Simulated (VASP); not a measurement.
# ZnGeP2 (I-42d) in VASP: further runs, part 2 of 2

VASP 6.6.1.

## 5. Relaxation of cell and atoms, PBEsol

This run uses another cell than the first one, of 19.71 Å³/atom, 0.983 times its volume.

Contents of INCAR:

```
PREC = Accurate
ENCUT = 600
EDIFF = 1E-7
ISMEAR = 0
SIGMA = 0.03
LREAL = False
LASPH = True
NELM = 80
ALGO = Normal
ISIF = 3
LWAVE = False
LCHARG = False
GGA = PS
IBRION = 2
NSW = 90
EDIFFG = -0.005
KPAR = 2
```

Contents of KPOINTS:

```
Automatic mesh
0
Gamma
  8 8 8
```

Contents of POSCAR:

```
ZnGeP2                                  
1.0
   -2.7135106786      2.7135106786      5.3548289076
    2.7135106786     -2.7135106786      5.3548289076
    2.7135106786      2.7135106786     -5.3548289076
  Zn              Ge              P             
     2     2     4
Direct
     0.0000000000000000    0.0000000000000000    1.0000000000000000
     0.7500000000000000    0.2500000000000000    0.5000000000000000
     0.5000000000000000    0.5000000000000000    1.0000000000000000
     0.2500000000000000    0.7500000000000000    0.5000000000000000
     0.3750000000000000    0.3772038257267838    0.5022038257267837
     0.6227961742732163    0.1250000000000000    0.9977961742732163
     0.8750000000000000    0.8727961742732163    0.4977961742732162
     0.1272038257267838    0.6250000000000000    0.0022038257267838
```

Potentials or basis: VASP PAW PBE potentials, release 64 (Zn, Ge_d, P).

On the command line:

```bash
$ cat potpaw_PBE.64/Zn/POTCAR potpaw_PBE.64/Ge_d/POTCAR potpaw_PBE.64/P/POTCAR > POTCAR
$ mpirun -np 2 vasp_std > vasp.out
```

OUTCAR:

```text
PREC = Accurate
   ENCUT = 600
   EDIFF = 1E-7
   ISMEAR = 0
   LREAL = False
   LASPH = True
   NELM = 80
   ISIF = 3
   GGA = PS
   IBRION = 2
   NSW = 90
   EDIFFG = -0.005

 ion  position               nearest neighbor table
   1  0.000  0.000  0.000-   8 2.35   6 2.35   5 2.35   7 2.35
   2  0.750  0.250  0.500-   5 2.35   8 2.35   7 2.35   6 2.35
   3  0.500  0.500  0.000-   5 2.33   6 2.33   7 2.33   8 2.33
   4  0.250  0.750  0.500-   5 2.33   6 2.33   7 2.33   8 2.33
   5  0.375  0.377  0.502-   3 2.33   4 2.33   2 2.35   1 2.35
[... 1325 lines left out ...]
  in kB       -0.1824141     -0.1824141     -0.1297659      0.0000000     -0.0000000      0.0000000
  external PRESSURE =      -0.1648647 kB  Pullay stress =       0.0000000 kB

 VOLUME and BASIS-vectors are now :
 -----------------------------------------------------------------------------
  energy-cutoff  :      600.00
  volume of cell :      157.71
      direct lattice vectors                 reciprocal lattice vectors
    -2.713510679  2.713510679  5.354828908     0.000000000  0.184263141  0.093373665
     2.713510679 -2.713510679  5.354828908     0.184263141  0.000000000  0.093373665
     2.713510679  2.713510679 -5.354828908     0.184263141  0.184263141  0.000000000

 POSITION                                       TOTAL-FORCE (eV/Angst)
 -----------------------------------------------------------------------------------
      0.00000      0.00000      0.00000         0.000000     -0.000000     -0.000000
      0.00000      2.71351      2.67741         0.000000     -0.000000      0.000000
      0.00000      0.00000      5.35483         0.000000     -0.000000      0.000000
      2.71351      0.00000      2.67741         0.000000     -0.000000      0.000000
      1.36872      1.35676      1.33871        -0.003273     -0.000000      0.000000
      1.35676      4.05831     -1.33871         0.000000      0.003273     -0.000000
      1.34480      1.35676      6.69354         0.003273     -0.000000     -0.000000
      1.35676     -1.34480      4.01612         0.000000     -0.003273      0.000000
 -----------------------------------------------------------------------------------
    total drift:                                0.000013      0.000013      0.000011

  FREE ENERGIE OF THE ION-ELECTRON SYSTEM (eV)
  ---------------------------------------------------
  free  energy   TOTEN  =       -37.7595215304 eV

  energy  without entropy=      -37.7595215304  energy(sigma->0) =      -37.75952153

 reached required accuracy - stopping structural energy minimisation
```

OSZICAR:

```text
N       E                     dE             d eps       ncg     rms          rms(c)
DAV:   1     0.717513091263E+03    0.71751E+03   -0.36405E+04  6073   0.338E+03
DAV:   2     0.959384027771E+02   -0.62157E+03   -0.60548E+03  5074   0.887E+02
DAV:   3    -0.302077471778E+02   -0.12615E+03   -0.12380E+03  5584   0.223E+02
DAV:   4    -0.388248178615E+02   -0.86171E+01   -0.85737E+01  6227   0.644E+01
DAV:   5    -0.390409723220E+02   -0.21615E+00   -0.21588E+00  6107   0.110E+01    0.106E+01
DAV:   6    -0.378289247234E+02    0.12120E+01   -0.38433E+00  6927   0.407E+01    0.728E+00
DAV:   7    -0.377836898950E+02    0.45235E-01   -0.24899E+00  6035   0.923E+00    0.327E+00
DAV:   8    -0.377638418873E+02    0.19848E-01   -0.94360E-02  6370   0.224E+00    0.132E+00
DAV:   9    -0.377594590009E+02    0.43829E-02   -0.30382E-02  6491   0.189E+00    0.180E-01
DAV:  10    -0.377593579693E+02    0.10103E-03   -0.37776E-03  6407   0.829E-01    0.952E-02
DAV:  11    -0.377594843277E+02   -0.12636E-03   -0.70022E-04  6121   0.211E-01    0.627E-02
DAV:  12    -0.377595152059E+02   -0.30878E-04   -0.68638E-05  5755   0.895E-02    0.169E-02
DAV:  13    -0.377595211406E+02   -0.59347E-05   -0.16587E-05  6320   0.224E-02    0.456E-03
DAV:  14    -0.377595214631E+02   -0.32259E-06   -0.14809E-06  5615   0.121E-02    0.260E-03
DAV:  15    -0.377595215304E+02   -0.67239E-07   -0.30150E-07  4779   0.357E-03
   1 F= -.37759522E+02 E0= -.37759522E+02  d E =-.377595E+02
```

CONTCAR:

```text
ZnGeP2
   1.00000000000000
    -2.7135106786000001    2.7135106786000001    5.3548289076000000
     2.7135106786000001   -2.7135106786000001    5.3548289076000000
     2.7135106786000001    2.7135106786000001   -5.3548289076000000
  Zn              Ge              P
     2     2     4
Direct
     0.0000000000000000    0.0000000000000000    0.0000000000000000
     0.7500000000000000    0.2500000000000000    0.5000000000000000
     0.5000000000000000    0.5000000000000000    0.0000000000000000
     0.2500000000000000    0.7500000000000000    0.5000000000000000
     0.3750000000000000    0.3772038257267809    0.5022038257267809
     0.6227961742732191    0.1250000000000000    0.9977961742732191
     0.8750000000000000    0.8727961742732191    0.4977961742732191
     0.1272038257267809    0.6250000000000000    0.0022038257267809

  0.00000000E+00  0.00000000E+00  0.00000000E+00
  0.00000000E+00  0.00000000E+00  0.00000000E+00
  0.00000000E+00  0.00000000E+00  0.00000000E+00
  0.00000000E+00  0.00000000E+00  0.00000000E+00
  0.00000000E+00  0.00000000E+00  0.00000000E+00
  0.00000000E+00  0.00000000E+00  0.00000000E+00
  0.00000000E+00  0.00000000E+00  0.00000000E+00
  0.00000000E+00  0.00000000E+00  0.00000000E+00
```

It took 3.6 min on 2 MPI ranks of AMD EPYC 9R45 (Zen 5), shared host; peak memory 0.67 GiB.

Results:

```yaml
Free_energy: -37.7595 eV
Pressure_after_relaxing: 0.0 GPa
Largest_force_after_relaxing: 0.003 eV/Å
Band_gap_on_the_k_mesh: 1.14 eV, indirect (least direct gap 1.25 eV)
```

Forces in eV/Å, atoms in the order of the input:
```
Zn   0.000  0.000  0.000
Zn   0.000  0.000  0.000
Ge   0.000  0.000  0.000
Ge   0.000  0.000  0.000
P   -0.003  0.000  0.000
P    0.000  0.003  0.000
P    0.003  0.000  0.000
P    0.000 -0.003  0.000
```

Final structure:
```
Zn Ge P
1.0
    -2.71351    2.71351    5.35483
     2.71351   -2.71351    5.35483
     2.71351    2.71351   -5.35483
Zn Ge P
2 2 4
Direct
  0.00000 0.00000 0.00000
  0.75000 0.25000 0.50000
  0.50000 0.50000 0.00000
  0.25000 0.75000 0.50000
  0.37500 0.37720 0.50220
  0.62280 0.12500 0.99780
  0.87500 0.87280 0.49780
  0.12720 0.62500 0.00220
```

Caveat: the relaxation stopped at its first step, so nothing moved; the PAW data sets were made with another functional, which shifts forces and pressure a little.

## 6. Relaxation of cell and atoms, LDA

Contents of INCAR:

```
SYSTEM = ZnGeP2
PREC     = Accurate       ! precision mode
ENCUT    = 600            ! plane-wave cutoff, eV
EDIFF    = 1E-6           ! SCF threshold, eV
ISMEAR   = 0              ! smearing method
SIGMA    = 0.03           ! smearing width, eV
LREAL    = .False.        ! projectors in reciprocal space
LASPH    = .True.         ! aspherical terms in the spheres
NELM     = 80             ! most SCF steps
ALGO     = Normal         ! electronic algorithm
ISIF     = 3              ! what is computed and relaxed
LWAVE    = .False.        ! write WAVECAR
LCHARG   = .False.        ! write CHGCAR
IBRION   = 2              ! ionic algorithm
NSW      = 90             ! ionic steps
EDIFFG   = -0.01          ! ionic threshold
KPAR     = 2
```

Contents of KPOINTS:

```
Automatic mesh
0
Gamma
  8 8 8
  0 0 0
```

Contents of POSCAR:

```
ZnGeP2
1.0
   -2.7300000000      2.7300000000      5.3800000000
    2.7300000000     -2.7300000000      5.3800000000
    2.7300000000      2.7300000000     -5.3800000000
Zn Ge P
2 2 4
Direct
    0.0000000000      0.0000000000      0.0000000000
    0.7500000000      0.2500000000      0.5000000000
    0.5000000000      0.5000000000      0.0000000000
    0.2500000000      0.7500000000      0.5000000000
    0.3750000000      0.3890000000      0.5140000000
    0.6110000000      0.1250000000      0.9860000000
    0.8750000000      0.8610000000      0.4860000000
    0.1390000000      0.6250000000      0.0140000000
```

Potentials or basis: VASP PAW LDA potentials, release 64 (Zn, Ge_d, P).

On the command line:

```bash
$ cat potpaw_LDA.64/Zn/POTCAR potpaw_LDA.64/Ge_d/POTCAR potpaw_LDA.64/P/POTCAR > POTCAR
$ mpirun -np 2 vasp_std > vasp.out
```

OUTCAR:

```text
SYSTEM = ZnGeP2
   PREC = Accurate
   ENCUT = 600
   EDIFF = 1E-6
   ISMEAR = 0
   LREAL = .False.
   LASPH = .True.
   NELM = 80
   ISIF = 3
   IBRION = 2
   NSW = 90
   EDIFFG = -0.01

 ion  position               nearest neighbor table
   1  0.000  0.000  0.000-   7 2.40   6 2.40   8 2.40   5 2.40
   2  0.750  0.250  0.500-   6 2.40   5 2.40   7 2.40   8 2.40
   3  0.500  0.500  0.000-   5 2.31   6 2.31   7 2.31   8 2.31
   4  0.250  0.750  0.500-   5 2.31   6 2.31   7 2.31   8 2.31
   5  0.375  0.389  0.514-   3 2.31   4 2.31   2 2.40   1 2.40
   6  0.611  0.125  0.986-   3 2.31   4 2.31   2 2.40   1 2.40
   7  0.875  0.861  0.486-   3 2.31   4 2.31   1 2.40   2 2.40
   8  0.139  0.625  0.014-   3 2.31   4 2.31   1 2.40   2 2.40

  LATTYP: Found a body centered tetragonal cell.
 ALAT       =     5.4600000000
 C/A-ratio  =     1.9706959707

  Lattice vectors:

 A1 = (  -2.7300000000,   2.7300000000,   5.3800000000)
 A2 = (   2.7300000000,  -2.7300000000,   5.3800000000)
 A3 = (   2.7300000000,   2.7300000000,  -5.3800000000)

Analysis of symmetry for initial positions (statically):
=====================================================================
 Subroutine PRICEL returns:
 Original cell was already a primitive cell.

 Routine SETGRP: Setting up the symmetry group for a
 body centered tetragonal supercell.

 Subroutine GETGRP returns: Found  8 space group operations
 (whereof  4 operations were pure point group operations)
 out of a pool of 16 trial point group operations.

The static configuration has the point symmetry S_4 .
 The point group associated with its full space group is D_2d.

Analysis of symmetry for dynamics (positions and initial velocities):
=====================================================================
 Subroutine PRICEL returns:
 Original cell was already a primitive cell.

 Routine SETGRP: Setting up the symmetry group for a
 body centered tetragonal supercell.

 Subroutine GETGRP returns: Found  8 space group operations
 (whereof  4 operations were pure point group operations)
 out of a pool of 16 trial point group operations.

The dynamic configuration has the point symmetry S_4 .
[... 131 lines left out ...]
     AMIX     =   0.40;   BMIX     =  1.00
     AMIX_MAG =   1.60;   BMIX_MAG =  1.00
  volume/ion in A,a.u.               =      20.05       135.29
  Fermi-wavevector in a.u.,A,eV,Ry     =   1.253516  2.368801 21.378859  1.571302
  Thomas-Fermi vector in A             =   2.387365
   LORBIT       =      0    0 simple, 1 ext, 2 COOP (PROOUT), +10 PAW based schemes
   GGA     = CA    functional components
   LHFCALC =     F    Hartree Fock is set to
   AEXX    =    0.0000 exact exchange contribution
   IVDW    =     0    specifies the selected vdW correction
   LEPSILON=     F    determine dielectric tensor
   LRPA    =     F    only Hartree local field effects (RPA)
 conjugate gradient relaxation of ions
 non-spin polarized calculation
 Gauss-broadening in eV      SIGMA  =   0.03
  energy-cutoff  :      600.00
  volume of cell :      160.39
 maximum number of plane-waves:      5378
 NGX is ok and might be reduce to    54
   NGX = 27   NGY = 27   NGZ = 27

--------------------------------------- Ionic step        1  -------------------------------------------

 number of electron      72.0000006 magnetization

 Free energy of the ion-electron system (eV)
  ---------------------------------------------------
  ext. energy  EPLUGINS =         0.00000000
  ---------------------------------------------------
  free energy    TOTEN  =       -39.78956112 eV

  energy without entropy =      -39.78956112  energy(sigma->0) =      -39.78956112

 E-fermi :   4.2454     XC(G=0): -10.1481

 val. band max:        4.0709237315   @ k =   0.0000   0.0000   0.0000
 cond. band min:       5.3339648745   @ k =   0.5000   0.5000   0.0000
 fundamental gap:      1.2630411430
 Fermi energy:         4.2453719331

 k-point     1 :       0.0000    0.0000    0.0000
  band No.  band energies     occupation
      1     -20.8436      2.00000
      2     -20.8420      2.00000
      3     -20.8420      2.00000
      4     -20.8374      2.00000
      5     -20.8310      2.00000
      6     -20.8310      2.00000
[... 1214 lines left out ...]
  FREE ENERGIE OF THE ION-ELECTRON SYSTEM (eV)
  ---------------------------------------------------
  free  energy   TOTEN  =       -39.9230639036 eV

  energy  without entropy=      -39.9230639036  energy(sigma->0) =      -39.92306390

[... ionic steps 4 to 10 ...]

--------------------------------------- Ionic step       11  -------------------------------------------

 number of electron      72.0000023 magnetization

------------------------ aborting loop because EDIFF is reached ----------------------------------------
[... 79 lines left out ...]
--------------------------------------- Ionic step       13  -------------------------------------------

 number of electron      72.0000023 magnetization

 Free energy of the ion-electron system (eV)
  ---------------------------------------------------
  ext. energy  EPLUGINS =         0.00000000
  ---------------------------------------------------
  free energy    TOTEN  =       -39.96138020 eV

  energy without entropy =      -39.96138020  energy(sigma->0) =      -39.96138020

 E-fermi :   4.7602     XC(G=0): -10.3415

 val. band max:        4.5951780435   @ k =   0.0000   0.0000   0.0000
 cond. band min:       5.6725468419   @ k =   0.5000   0.5000   0.5000
 fundamental gap:      1.0773687984
 Fermi energy:         4.7601763614

 k-point     1 :       0.0000    0.0000    0.0000
  band No.  band energies     occupation
      1     -20.4276      2.00000
      2     -20.4262      2.00000
      3     -20.4262      2.00000
      4     -20.4210      2.00000
      5     -20.4146      2.00000
      6     -20.4146      2.00000
[... 1130 lines left out ...]
  FREE ENERGIE OF THE ION-ELECTRON SYSTEM (eV)
  ---------------------------------------------------
  free  energy   TOTEN  =       -39.9613802017 eV

  energy  without entropy=      -39.9613802017  energy(sigma->0) =      -39.96138020

 reached required accuracy - stopping structural energy minimisation
```

OSZICAR:

```text
N       E                     dE             d eps       ncg     rms          rms(c)
DAV:   1     0.716727514216E+03    0.71673E+03   -0.36604E+04  6086   0.330E+03
DAV:   2     0.937448744577E+02   -0.62298E+03   -0.60668E+03  5074   0.875E+02
DAV:   3    -0.321352194103E+02   -0.12588E+03   -0.12312E+03  5532   0.222E+02
[... 99 lines left out ...]
DAV:   1    -0.399616915617E+02   -0.33409E-03   -0.68503E-03  6335   0.973E-01    0.130E-01
DAV:   2    -0.399614567109E+02    0.23485E-03   -0.11981E-03  6250   0.563E-01    0.595E-02
DAV:   3    -0.399613975542E+02    0.59157E-04   -0.11026E-04  6755   0.125E-01    0.273E-02
DAV:   4    -0.399613803115E+02    0.17243E-04   -0.22272E-05  7041   0.394E-02    0.667E-03
DAV:   5    -0.399613802017E+02    0.10979E-06   -0.47943E-06  5183   0.224E-02
  13 F= -.39961380E+02 E0= -.39961380E+02  d E =-.229326E-04
```

CONTCAR:

```text
ZnGeP2
   1.00000000000000
    -2.6889686772045889    2.6889686772045889    5.3162902796833960
     2.6889686772045889   -2.6889686772045889    5.3162902796833960
     2.6889686772045889    2.6889686772045889   -5.3162902796833960
  Zn              Ge              P
     2     2     4
Direct
     0.0000000000000000    0.0000000000000000    0.0000000000000000
     0.7500000000000000    0.2500000000000000    0.5000000000000000
     0.5000000000000000    0.5000000000000000    0.0000000000000000
     0.2500000000000000    0.7500000000000000    0.5000000000000000
     0.3750000000000000    0.3758397906218332    0.5008397906218335
     0.6241602093781665    0.1250000000000000    0.9991602093781665
     0.8750000000000000    0.8741602093781665    0.4991602093781668
     0.1258397906218331    0.6250000000000000    0.0008397906218332

  0.00000000E+00  0.00000000E+00  0.00000000E+00
  0.00000000E+00  0.00000000E+00  0.00000000E+00
  0.00000000E+00  0.00000000E+00  0.00000000E+00
  0.00000000E+00  0.00000000E+00  0.00000000E+00
  0.00000000E+00  0.00000000E+00  0.00000000E+00
  0.00000000E+00  0.00000000E+00  0.00000000E+00
  0.00000000E+00  0.00000000E+00  0.00000000E+00
  0.00000000E+00  0.00000000E+00  0.00000000E+00
```

It took 20 min on 2 MPI ranks of Intel Xeon 6975P-C (Granite Rapids), shared host; peak memory 0.63 GiB.

What came out:

- Free energy: -39.9614 eV
- Relaxed volume: 19.22 Å³/atom
- Relaxed cell: a = 6.536 Å, b = 6.536 Å, c = 6.536 Å, α = 131.42°, β = 131.42°, γ = 71.15°
- Space group after relaxing (to 0.05 Å): I-42d (No. 122)
- Energy gained by relaxing: 21.5 meV/atom
- Ionic steps: 13
- Pressure after relaxing: -0.1 GPa
- Largest force after relaxing: 0.003 eV/Å
- Band gap on the k mesh: 1.08 eV, indirect (least direct gap 1.19 eV)

Forces on the atoms (eV/Å):
```
Zn   0.000  0.000  0.000
Zn   0.000  0.000  0.000
Ge   0.000  0.000  0.000
Ge   0.000  0.000  0.000
P   -0.003  0.000  0.000
P    0.000  0.003  0.000
P    0.003  0.000  0.000
P    0.000 -0.003  0.000
```

The path:
```tsv
step	energy change (eV)	largest force (eV/Å)	pressure (GPa)	volume (Å³)
1	0.0000	0.7334	-2.86	160.39
2	-0.1335	0.4609	1.14	152.22
3	-0.1335	0.4497	1.34	151.94
4	-0.1706	0.0341	0.35	153.25
5	-0.1709	0.0157	0.11	153.41
6	-0.1709	0.0066	0.19	153.38
7	-0.1715	0.0114	-0.09	153.85
8	-0.1715	0.0118	-0.08	153.85
9	-0.1718	0.0118	-0.03	153.73
10	-0.1718	0.0121	0.07	153.66
11	-0.1718	0.0121	0.00	153.67
12	-0.1718	0.0123	0.04	153.66
13	-0.1718	0.0031	-0.07	153.76
```

Final structure:
```xyz
8
Lattice="-2.6890 2.6890 5.3163 2.6890 -2.6890 5.3163 2.6890 2.6890 -5.3163" Properties=species:S:1:pos:R:3 pbc="T T T"
Zn    0.0000    0.0000    0.0000
Zn    0.0000    2.6890    2.6581
Ge    0.0000    0.0000    5.3163
Ge    2.6890    0.0000    2.6581
P     1.3490    1.3445    1.3291
P     1.3445    4.0289   -1.3291
P     1.3400    1.3445    6.6454
P     1.3445   -1.3400    3.9872
```

A k mesh can miss the band edges. Zero-point motion and thermal expansion aren't in these numbers.
